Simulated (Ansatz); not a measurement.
AlN:

```
CELL_PARAMETERS angstrom
0.00000 2.03452 2.03452
2.03452 0.00000 2.03452
2.03452 2.03452 0.00000
ATOMIC_POSITIONS crystal
Al 0.50000 0.50000 0.50000
N 0.00000 0.00000 0.00000
```

Measurements of this composition are mostly on another form, of space group No. 186.

```yaml
Program: Ansatz 0.2.0
Task: relaxation of cell and atoms
Functional: PBEsol
Dispersion: D4
Potentials_or_basis: Ansatz PAW
Cutoff: "420 eV (not typed: the program's choice for these potentials)"
k_mesh: 11 × 11 × 11
Occupations: fermi-dirac, width 0.05 eV
Spin: no spin polarisation
```

At the start: volume 8.42 Å³/atom.

Problem. Where does the relaxation end?

Solution. It ends after 7 steps and the volume is 8.15 Å³/atom (-3.2 %); space group Fm-3m (No. 225, to 0.05 Å).

Step by step:
| step | energy change (eV) | largest force (eV/Å) | volume (Å³) |
| --- | --- | --- | --- |
| 1 | 0.0000 | 0.0000 | 16.84 |
| 2 | -0.0110 | 0.0000 | 16.59 |
| 3 | -0.0157 | 0.0000 | 16.31 |
| 4 | -0.0156 | 0.0000 | 16.32 |
| 5 | -0.0140 | 0.0000 | 16.32 |
| 6 | -0.0141 | 0.0000 | 16.31 |
| 7 | -0.0140 | 0.0000 | 16.31 |

Final structure:
```yaml
crystal:
  lattice:
    - [0.00000, 2.01277, 2.01277]
    - [2.01277, 0.00000, 2.01277]
    - [2.01277, 2.01277, 0.00000]
  atoms:
    - { symbol: Al, position: [0.50000, 0.50000, 0.50000] }
    - { symbol: N, position: [0.00000, 0.00000, 0.00000] }
```

Caveat: the plane-wave basis is chosen anew once the cell has moved, so the energies of steps on either side of that aren't comparable; the pressure holds a Pulay correction of +0.6 GPa for the finite cutoff; the PAW data sets come from PBE, with cores solved anew for the run's functional, which leaves a small shift of forces and pressure.
